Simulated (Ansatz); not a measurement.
# Ru16CO: the cost of one run

Program: Ansatz 0.2.0. Level of theory: DFT PBE+D3(BJ), scalar-relativistic, plane waves, PAW. These are calculated values, not measurements.

2 further runs of the same task are left out: 2 set aside as unsound or not needed.

### 1 The structure to begin with

It takes space group P6_3/mmc (No. 194, hexagonal). The conventional cell has a = 2.698 Å, b = 2.698 Å, c = 4.266 Å, α = 90.00°, β = 90.00°, γ = 120.00°. Around Ru (site symmetry -6m2) lie 12 Ru at 2.64 to 2.70 Å.

Coordinates:

```
Ru
1.0
     2.69759    0.00000    0.00000
    -1.34880    2.33619    0.00000
     0.00000    0.00000    4.26582
Ru
2
Direct
  0.33333 0.66667 0.25000
  0.66667 0.33333 0.75000
```

It is the result of an earlier relaxation at this level (volume 13.44 Å³/atom; gap on the mesh: none (metal)).

### 2 The grid

Atoms count from 1 in the order of the input.

CO (O end down) is moved over the surface cell at a fixed height above a rigid substrate; the origin of the map has the adsorbate above Ru13; the height is held at 3.60 Å.

The axes are (1) position of O17 along the first surface vector, from above Ru13: 6 values from 0.000 to 0.833, periodic; (2) position of O17 along the second surface vector, from above Ru13: 6 values from 0.000 to 0.833, periodic.

Nothing else is relaxed. Points are written as (first, second).

The two vectors of the plane (Å): (2.698, 0.000, 0.000); (-1.349, 2.336, 0.000).

### 3 Grid point (0/6, 0/6) of the map's two axes

The cell repeats along c, and a dipole correction in the vacuum removes the field between the copies.

input.yaml

```yaml
crystal:
  lattice:
    - [5.3951895594, 0.0, 0.0]
    - [-2.6975947797, 4.6723712167, 0.0]
    - [0.0, 0.0, 25.0883144398]
  atoms:
    - { symbol: Ru, position: [0.3333333333, 0.1666666667, 0.1594367772] }
    - { symbol: Ru, position: [0.3333333333, 0.6666666667, 0.1594367772] }
    - { symbol: Ru, position: [0.8333333333, 0.1666666667, 0.1594367772] }
    - { symbol: Ru, position: [0.8333333333, 0.6666666667, 0.1594367772] }
    - { symbol: Ru, position: [0.1666666667, 0.3333333333, 0.2444528113] }
    - { symbol: Ru, position: [0.1666666667, 0.8333333333, 0.2444528113] }
    - { symbol: Ru, position: [0.6666666667, 0.3333333333, 0.2444528113] }
    - { symbol: Ru, position: [0.6666666667, 0.8333333333, 0.2444528113] }
    - { symbol: Ru, position: [0.3333333333, 0.1666666667, 0.3293143402] }
    - { symbol: Ru, position: [0.3333333333, 0.6666666667, 0.3293143402] }
    - { symbol: Ru, position: [0.8333333333, 0.1666666667, 0.3293143402] }
    - { symbol: Ru, position: [0.8333333333, 0.6666666667, 0.3293143402] }
    - { symbol: Ru, position: [0.1666666667, 0.3333333333, 0.412076884] }
    - { symbol: Ru, position: [0.1666666667, 0.8333333333, 0.412076884] }
    - { symbol: Ru, position: [0.6666666667, 0.3333333333, 0.412076884] }
    - { symbol: Ru, position: [0.6666666667, 0.8333333333, 0.412076884] }
    - { symbol: O, position: [0.1666666667, 0.3333333333, 0.5555699835] }
    - { symbol: C, position: [0.1666666667, 0.3333333333, 0.601408057] }
basis:
  ecutwfc: 420
kpoints:
  mp_grid: { grid: [6, 6, 1] }
hamiltonian:
  xc: pbe
  dispersion: d3bj
scf:
  occupations: { method: gaussian, width: 0.1 }
output:
  forces: true
  eigenvalues: true
efield:
  axis: 3
  dipole_correction: true
  ramp_width: 0.04
```

The run is started by

```console
ansatz run input.yaml --threads 4 --pin off --max-ram 12288MiB --backend cpu --events-out ev --progress --plain --runs-dir out
```

Q: Estimate wall time and peak memory on 4 threads of Arm Neoverse V1, shared host.

About 19 s, with a peak of 2.1 GiB.
